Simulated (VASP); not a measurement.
VASP 6.6.1 run: AlAs

INCAR

```
LREAL = .FALSE.
LWAVE = .FALSE.
ISMEAR = 0
NELM = 120
ISIF = 2
LCHARG = .FALSE.
ENCUT = 520
EDIFF = 1E-7
NBANDS = 11
IBRION = -1
LASPH = .TRUE.
GGA = PE
SIGMA = 0.1
PREC = Accurate
NSW = 0
```

KPOINTS

```
KPOINTS created by Atomic Simulation Environment
0
Gamma
8 8 8
0 0 0
```

POSCAR

```
Al As
 1.0000000000000000
     0.0000000000000000    2.9808708696999999    2.9808708696999999
     2.9808708696999999    0.0000000000000000    2.9808708696999999
     2.9808708696999999    2.9808708696999999    0.0000000000000000
 Al  As
   1   1
Cartesian
  0.0000000000000000  0.0000000000000000  0.0000000000000000
  1.4904354348500000  1.4904354348500000  1.4904354348500000
```

The recommended PBE PAW datasets give the neutral cell 8 valence electrons.

Command

```
mpirun -np 1 vasp_std
```

Predict the outcome of this run.

It converged. Results: gap between bands v and c on the k mesh 0.89 eV; least direct gap on the k mesh 0.89 eV; pressure -6.1 GPa. Band v is the last that the valence electrons fill when counted band by band, and c is the next.

OSZICAR

```
N       E                     dE             d eps       ncg     rms          rms(c)
DAV:   1     0.141195694417E+02    0.14120E+02   -0.27852E+03   638   0.528E+02
DAV:   2    -0.832985389532E+01   -0.22449E+02   -0.21424E+02   815   0.826E+01
DAV:   3    -0.944900482733E+01   -0.11192E+01   -0.11167E+01   858   0.188E+01
DAV:   4    -0.945873525805E+01   -0.97304E-02   -0.97296E-02   739   0.203E+00
DAV:   5    -0.945893470859E+01   -0.19945E-03   -0.19945E-03   770   0.291E-01    0.282E+00
DAV:   6    -0.928349448702E+01    0.17544E+00   -0.39182E-01   692   0.211E+00    0.160E+00
DAV:   7    -0.926256042099E+01    0.20934E-01   -0.13993E-01   733   0.141E+00    0.649E-01
DAV:   8    -0.926342493716E+01   -0.86452E-03   -0.11081E-02   698   0.469E-01    0.126E-01
DAV:   9    -0.926348284689E+01   -0.57910E-04   -0.51630E-04   758   0.115E-01    0.729E-02
DAV:  10    -0.926368038926E+01   -0.19754E-03   -0.31894E-04   703   0.891E-02    0.132E-02
DAV:  11    -0.926368296698E+01   -0.25777E-05   -0.29209E-05   804   0.210E-02    0.692E-03
DAV:  12    -0.926368446538E+01   -0.14984E-05   -0.25434E-06   710   0.883E-03    0.223E-03
DAV:  13    -0.926368462277E+01   -0.15739E-06   -0.31135E-07   775   0.237E-03    0.717E-04
DAV:  14    -0.926368457447E+01    0.48297E-07   -0.20599E-08   405   0.862E-04
   1 F= -.92636846E+01 E0= -.92636846E+01  d E =-.682565E-11
```

For comparison, a separate PBE run of the intended cell, on usual settings and not on those above, gives a gap of 0.89 eV on its mesh and a pressure of -6.1 GPa.
